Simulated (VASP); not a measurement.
Consider the following.

```
CELL_PARAMETERS angstrom
      0.00000     3.00907     3.00907
      3.00907     0.00000     3.00907
      3.00907     3.00907     0.00000
ATOMIC_POSITIONS crystal
  Na 0.00000 0.00000 0.00000
  Br 0.50000 0.50000 0.50000
```

Method: PBE GGA with spin-orbit coupling, VASP's PBE PAW potentials (set 64) (plane waves; VASP). Settings: 400 eV cut-off, 7×7×7 Γ-centred mesh, Gaussian smearing of 0.050 eV, potentials Na_pv Br.

Problem. Estimate the energy per atom (σ→0), band gap (over mesh and band path) with the smallest direct gap where there is one.

Solution. 
```
Property                                                Value
---------------------------------------------  --------------
band gap (over mesh and band path)                    3.92 eV
smallest direct gap (over mesh and band path)         3.92 eV
energy per atom (σ→0)                          -3.073 eV/atom
```

The absolute energy has meaning only against runs of the same code, potentials and settings.

The compound is NaBr in the rock salt structure. It was relaxed first.
